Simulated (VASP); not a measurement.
# GaN in VASP: one cell, several levels of theory, part 2 of 2

VASP 6.6.1, plane waves, PAW. The steps go on from the part before.

## 3. r2SCAN at this geometry

Input file INCAR:

```
ENCUT = 520.000000
SIGMA = 0.010000
EDIFF = 1.00e-07
ALGO = Normal
METAGGA = R2SCAN
PREC = Accurate
IBRION = -1
ISIF = 2
ISMEAR = 0
NBANDS = 16
NELM = 120
NSW = 0
LASPH = .TRUE.
LCHARG = .TRUE.
LELF = .TRUE.
LWAVE = .FALSE.
LREAL = .FALSE.
```

Input file KPOINTS:

```
KPOINTS created by Atomic Simulation Environment
0
Gamma
10 10 10
0 0 0
```

Input file KPOINTS_OPT:

```
special points
6
Reciprocal
0.0000000000 0.0000000000 0.0000000000 1
-0.5000000000 -0.5000000000 0.0000000000 1
-0.3750000000 -0.3750000000 0.2500000000 1
-0.3750000000 0.0000000000 0.3750000000 1
0.0000000000 0.0000000000 0.5000000000 1
-0.5000000000 -0.2500000000 0.2500000000 1
```

Input file POSCAR:

```
Ga N
 1.0000000000000000
     0.0000000000000000    2.3784923295999998    2.2489526566000002
     2.3784923295999998    0.0000000000000000    2.2489526566000002
     2.3784923295999998    2.3784923295999998    0.0000000000000000
 Ga  N
   1   1
Cartesian
  0.0000000000000000  0.0000000000000000  0.0000000000000000
  1.1892461647999999  1.1892461647999999  1.1244763283000001
```

On the command line:

```sh
$ mpirun -np 1 vasp_std
```

Standard output, without the iteration lines:

```text
POSCAR found type information on POSCAR GaN
 POSCAR found :  2 types and       2 ions
 -----------------------------------------------------------------------------
|                                                                             |
|                                                                             |
|     You enforced a specific xc type in the INCAR file but a different       |
|     I HOPE YOU KNOW WHAT YOU ARE DOING!                                     |
|                                                                             |
 -----------------------------------------------------------------------------

 LDA part: xc-table for (None), standard interpolation
 POSCAR, INCAR and KPOINTS ok, starting setup
 FFT: planning ... GRIDC
 FFT: planning ... GRID_SOFT
 FFT: planning ... GRID
 WAVECAR not read
 entering main loop
 Start KPOINTS_OPT (optional k-point list driver)
k-point batch [1-6\6]
```

OSZICAR:

```text
N       E                     dE             d eps       ncg     rms          rms(c)
DAV:   1     0.768968671555E+02    0.76897E+02   -0.96438E+03  3504   0.202E+03
DAV:   2    -0.195831035847E+02   -0.96480E+02   -0.90297E+02  3712   0.343E+02
DAV:   3    -0.264651904001E+02   -0.68821E+01   -0.68495E+01  3832   0.757E+01
DAV:   4    -0.265525191839E+02   -0.87329E-01   -0.87298E-01  4120   0.937E+00
DAV:   5    -0.265537126013E+02   -0.11934E-02   -0.11934E-02  3984   0.963E-01    0.680E+00
DAV:   6    -0.216385930012E+02    0.49151E+01   -0.35636E+00  4936   0.381E+01    0.243E+00
DAV:   7    -0.217216394131E+02   -0.83046E-01   -0.33365E-01  3456   0.695E+00    0.167E+00
DAV:   8    -0.217343840122E+02   -0.12745E-01   -0.48113E-02  4744   0.483E+00    0.337E-01
DAV:   9    -0.217319784280E+02    0.24056E-02   -0.13322E-02  4776   0.312E+00    0.154E-01
DAV:  10    -0.217324250404E+02   -0.44661E-03   -0.20944E-03  4040   0.458E-01    0.814E-02
DAV:  11    -0.217322889219E+02    0.13612E-03   -0.35387E-04  4224   0.322E-01    0.226E-02
DAV:  12    -0.217322639470E+02    0.24975E-04   -0.26126E-05  3680   0.748E-02    0.704E-03
DAV:  13    -0.217322663675E+02   -0.24205E-05   -0.18359E-06  4288   0.199E-02    0.353E-03
DAV:  14    -0.217322653771E+02    0.99038E-06   -0.31448E-07  3792   0.491E-03    0.658E-04
DAV:  15    -0.217322653946E+02   -0.17547E-07   -0.23494E-08  2064   0.352E-03
   1 F= -.21732265E+02 E0= -.21732265E+02  d E =-.150119-112
       N       E                     dE             ncg
DAV:   1     0.186505666048E+04   -0.42760E+04      216
DAV:   2     0.137310972365E+04   -0.49195E+03      232
DAV:   3     0.133926402742E+04   -0.33846E+02      208
DAV:   4     0.133881353723E+04   -0.45049E+00      272
DAV:   5     0.133880860975E+04   -0.49275E-02      224
DAV:   6     0.133880847574E+04   -0.13401E-03      288
DAV:   7     0.133880847274E+04   -0.30025E-05      216
DAV:   8     0.133880847256E+04   -0.17375E-06      240
DAV:   9     0.133880847256E+04   -0.22924E-08      176
```

OUTCAR, selected sections:

```text
k-points           NKPTS =    102   k-points in BZ     NKDIM =    102   number of bands    NBANDS=     16

   NELECT =      18.0000    total number of electrons

   dimension x,y,z NGX =    24 NGY =   24 NGZ =   28
   dimension x,y,z NGXF=    48 NGYF=   48 NGZF=   56

  energy-cutoff  :      520.00
  volume of cell :       25.45
      direct lattice vectors                 reciprocal lattice vectors
     0.000000000  2.378492330  2.248952657    -0.210217201  0.210217201  0.222325712
     2.378492330  0.000000000  2.248952657     0.210217201 -0.210217201  0.222325712
     2.378492330  2.378492330  0.000000000     0.210217201  0.210217201 -0.222325712

 k-points in reciprocal lattice and weights: KPOINTS created by Atomic Simulation Env
   0.00000000  0.00000000  0.00000000       0.001
   0.10000000  0.00000000  0.00000000       0.008
   0.20000000  0.00000000  0.00000000       0.008
   0.30000000  0.00000000  0.00000000       0.008
   0.40000000  0.00000000  0.00000000       0.008
   0.50000000  0.00000000  0.00000000       0.004
   0.10000000  0.10000000  0.00000000       0.002
   0.20000000  0.10000000  0.00000000       0.008
[... 94 more k-points ...]

 E-fermi :   4.2395

 k-point     1 :       0.0000    0.0000    0.0000
  band No.  band energies     occupation
      1     -11.9404      2.00000
      2      -9.8893      2.00000
      3      -9.8890      2.00000
      4      -9.8423      2.00000
      5      -9.6272      2.00000
      6      -9.6217      2.00000
      7       3.8577      2.00000
      8       3.8581      2.00000
      9       4.0821      2.00000
     10       5.3360      0.00000
     11      14.1429      0.00000
     12      14.3231      0.00000
     13      14.3234      0.00000
     14      21.0090      0.00000
     15      22.2682      0.00000
     16      22.2685      0.00000

 k-point     2 :       0.1000    0.0000    0.0000
  band No.  band energies     occupation
      1     -11.8541      2.00000
      2      -9.8789      2.00000
      3      -9.8606      2.00000
      4      -9.8142      2.00000
      5      -9.6282      2.00000
      6      -9.6214      2.00000
      7       2.7894      2.00000
      8       3.7510      2.00000
      9       3.9280      2.00000
     10       6.2769      0.00000
     11      13.6974      0.00000
     12      14.4342      0.00000
     13      14.4364      0.00000
     14      20.9451      0.00000
     15      21.0250      0.00000
     16      22.0086      0.00000

 k-point     3 :       0.2000    0.0000    0.0000
  band No.  band energies     occupation
      1     -11.6452      2.00000
      2      -9.8549      2.00000
      3      -9.8258      2.00000
      4      -9.6622      2.00000
      5      -9.6170      2.00000
      6      -9.6134      2.00000
      7       1.0703      2.00000
      8       3.4862      2.00000
      9       3.7192      2.00000
     10       7.3825      0.00000
     11      12.9135      0.00000
     12      14.5496      0.00000
     13      14.8084      0.00000
     14      20.0288      0.00000
     15      20.4232      0.00000
     16      21.5273      0.00000

 k-point     4 :       0.3000    0.0000    0.0000
  band No.  band energies     occupation
      1     -11.4378      2.00000
      2      -9.8331      2.00000
      3      -9.8021      2.00000
      4      -9.6283      2.00000
      5      -9.6030      2.00000
      6      -9.2625      2.00000
      7      -0.6338      2.00000
      8       3.1851      2.00000
      9       3.4864      2.00000
     10       8.0458      0.00000
     11      12.5913      0.00000
     12      14.3868      0.00000
     13      14.9937      0.00000
     14      19.5117      0.00000
     15      21.0954      0.00000
     16      21.4844      0.00000

 k-point     5 :       0.4000    0.0000    0.0000
  band No.  band energies     occupation
      1     -11.3199      2.00000
      2      -9.8226      2.00000
      3      -9.7911      2.00000
      4      -9.6149      2.00000
      5      -9.5839      2.00000
      6      -8.7577      2.00000
      7      -1.9961      2.00000
      8       2.9588      2.00000
      9       3.3125      2.00000
     10       8.2596      0.00000
     11      12.6984      0.00000
     12      14.1116      0.00000
     13      14.9003      0.00000
     14      19.3985      0.00000
     15      22.5088      0.00000
     16      22.5231      0.00000

 k-point     6 :       0.5000    0.0000    0.0000
  band No.  band energies     occupation
      1     -11.2863      2.00000
      2      -9.8202      2.00000
      3      -9.7887      2.00000
      4      -9.6081      2.00000
      5      -9.5748      2.00000
      6      -8.4921      2.00000
      7      -2.5536      2.00000
      8       2.8759      2.00000
      9       3.2491      2.00000
     10       8.2864      0.00000
     11      12.8054      0.00000
     12      13.9904      0.00000
     13      14.8124      0.00000
     14      19.4546      0.00000
     15      23.3918      0.00000
     16      23.4322      0.00000

 k-point     7 :       0.1000    0.1000    0.0000
  band No.  band energies     occupation
      1     -11.8193      2.00000
      2      -9.8694      2.00000
      3      -9.8691      2.00000
      4      -9.7947      2.00000
      5      -9.6281      2.00000
      6      -9.6148      2.00000
      7       2.8571      2.00000
      8       3.5579      2.00000
      9       3.5583      2.00000
     10       6.6457      0.00000
     11      13.2236      0.00000
     12      14.5691      0.00000
     13      14.5693      0.00000
     14      20.5164      0.00000
     15      22.5533      0.00000
     16      22.9724      0.00000

 k-point     8 :       0.2000    0.1000    0.0000
  band No.  band energies     occupation
      1     -11.6496      2.00000
      2      -9.8443      2.00000
      3      -9.8397      2.00000
      4      -9.7115      2.00000
      5      -9.6068      2.00000
      6      -9.5899      2.00000
      7       1.5267      2.00000
      8       3.2324      2.00000
      9       3.4388      2.00000
     10       7.5894      0.00000
     11      12.4867      0.00000
     12      14.7766      0.00000
     13      14.7997      0.00000
     14      19.1593      0.00000
     15      22.1585      0.00000
     16      22.1900      0.00000

 k-point     9 :       0.3000    0.1000    0.0000
  band No.  band energies     occupation
      1     -11.4493      2.00000
      2      -9.8195      2.00000
      3      -9.8109      2.00000
      4      -9.6693      2.00000
      5      -9.5936      2.00000
      6      -9.3083      2.00000
      7      -0.0987      2.00000
      8       2.9142      2.00000
      9       3.2278      2.00000
     10       8.3590      0.00000
     11      12.1820      0.00000
     12      14.6338      0.00000
     13      14.7992      0.00000
     14      18.9395      0.00000
     15      21.5888      0.00000
     16      22.3664      0.00000

 k-point    10 :       0.4000    0.1000    0.0000
  band No.  band energies     occupation
      1     -11.3182      2.00000
      2      -9.8064      2.00000
      3      -9.7940      2.00000
      4      -9.6492      2.00000
      5      -9.5784      2.00000
      6      -8.8215      2.00000
      7      -1.5444      2.00000
      8       2.7150      2.00000
      9       2.9497      2.00000
     10       8.7056      0.00000
     11      12.3097      0.00000
     12      14.3988      0.00000
     13      14.5634      0.00000
     14      19.3831      0.00000
     15      21.8272      0.00000
     16      23.3085      0.00000

 k-point    11 :       0.5000    0.1000    0.0000
  band No.  band energies     occupation
      1     -11.2689      2.00000
      2      -9.8034      2.00000
      3      -9.7884      2.00000
      4      -9.6278      2.00000
      5      -9.5743      2.00000
      6      -8.4480      2.00000
      7      -2.3681      2.00000
      8       2.6924      2.00000
      9       2.7228      2.00000
     10       8.8094      0.00000
     11      12.3106      0.00000
     12      14.3475      0.00000
     13      14.5425      0.00000
     14      19.8685      0.00000
     15      22.5393      0.00000
     16      23.6127      0.00000

 k-point    12 :      -0.4000    0.1000    0.0000
  band No.  band energies     occupation
      1     -11.2816      2.00000
      2      -9.8063      2.00000
      3      -9.7867      2.00000
      4      -9.6171      2.00000
      5      -9.5885      2.00000
      6      -8.5633      2.00000
      7      -2.1564      2.00000
      8       2.6273      2.00000
      9       2.8502      2.00000
     10       8.8401      0.00000
     11      12.2189      0.00000
     12      14.3247      0.00000
     13      14.6363      0.00000
     14      20.1893      0.00000
     15      22.1509      0.00000
     16      23.1233      0.00000

[... the tables of k-points 13 to 102 left out ...]

  Total       -3.0055335     -3.0055335     -1.9362913      0.0000000      0.0000000      0.0000000
  in kB     -189.2423504   -189.2423504   -121.9178958      0.0000000      0.0000000      0.0000000
  external PRESSURE =    -166.8008655 kB  Pullay stress =       0.0000000 kB

 POSITION                                       TOTAL-FORCE (eV/Angst)
 -----------------------------------------------------------------------------------
      0.00000      0.00000      0.00000         0.000000      0.000000     -0.000000
      1.18925      1.18925      1.12448         0.000000      0.000000      0.000000
 -----------------------------------------------------------------------------------
    total drift:                               -0.000009     -0.000009      0.000136

  FREE ENERGIE OF THE ION-ELECTRON SYSTEM (eV)
  ---------------------------------------------------
  free  energy   TOTEN  =       -21.7322653946 eV

  energy  without entropy=      -21.7322653946  energy(sigma->0) =      -21.73226539
```

Hardware: 1 MPI rank of Intel Xeon Platinum 8488C, shared host.

The levels at the points of KPOINTS_OPT are read from vasprun.xml.

Levels at the named points, in eV from the top of band v (v: the last filled band by count, c: the next):

```
point    v−1      v     c    c+1
    Γ  -0.22   0.00  1.25  10.06
    X  -2.83  -2.83  3.39   5.85
    U  -3.90  -2.35  4.80   7.20
    K  -3.95  -1.97  5.28   7.60
    L  -1.21  -0.83  4.20   8.72
    W  -3.45  -3.34  6.22   7.75
```

The r2SCAN gap is 1.25 eV, direct at Γ. Pressure: -16.68 GPa; the forces vanish within 0.01 eV/Å.

The maps below are laid out on this run's own conventional cell (a, b, c = 3.364, 3.364, 4.498 Å).

Density in a lattice plane of the grid's cell (edges 3.36 and 4.50 Å, at 0.000 of the third edge), which holds Ga and N.

Ten even steps from '0' (0.03 e/Å³) to '9' (16.66 e/Å³):
```
874200000000000247
432100000000000123
110000011111000001
000000012221000000
000000112221100000
000000011211000000
000000001110000000
000000000000000000
000000000000000000
000000000000000000
000000000000000000
000000000000000000
000000000000000000
000000000000000000
000000000000000000
000000000000000000
110000000000000001
432100000000000123
874200000000000247
985200000000000258
```
Columns run along the first of these edges and rows up along the second, over one cell in 18 and 20 even steps from the bottom left corner. Atoms in the plane (fractional): Ga at (0.00, 0.00), N at (0.50, 0.75).

ELF in the same plane.

Ten even steps from ' ' (0.01) to '@' (0.85):
```
      ..--==**%%%%%%%%%%**==--..    
    ..--==**%%@@@@@@@@@@%%**==--..  
..::::--++%%@@@@@@%%@@@@@@%%++--::::
::::::==##@@@@%%++--++%%@@@@##==::::
....--++%%@@@@##::  ::##@@@@%%++--..
....::++##%%@@%%++--++%%@@%%##++::..
    ..==**%%@@@@%%%%%%@@@@%%**==..  
      ::==**%%@@@@@@@@@@%%**==::    
      ..::==**##%%%%%%##**==::..    
          ::--++******++--::        
            ..::------::..          
                ......              
                                    
......                          ....
..........                  ........
::::::......              ......::::
....::::::....          ....::::::..
    ..::::::..............::::::..  
      ..::::::::------::::::::..    
::    ..::----++******++----::..    
```
Columns run along the first of these edges and rows up along the second, over one cell in 18 and 20 even steps from the bottom left corner. Atoms in the plane (fractional): Ga at (0.00, 0.00), N at (0.50, 0.75).

Both are smooth fields of the valence electrons: close to the nuclei they are not physical.

Outside the cores ELF peaks at 0.86 on the N–Ga line, 0.7 Å from N.

## 4. Results

The summary covers parts 1 to 2.

| level | gap (eV) | pressure (GPa) | Ansatz: gap (eV) | Ansatz: pressure (GPa) |
| --- | --- | --- | --- | --- |
| PBE | 0.88 | -11.28 | 0.88 | -11.47 |
| r2SCAN | 1.25 | -16.68 | 1.26 | -17.38 |

**Reading.** The gap spans 0.88 eV (PBE) to 1.25 eV (r2SCAN). At this one volume the pressure spans -16.7 GPa (r2SCAN) to -11.3 GPa (PBE): PBE wants the largest cell and r2SCAN the smallest. The two programs agree on the gap within 0.01 eV, far less than the spread between functionals. Datasets and cutoffs are each program's own.
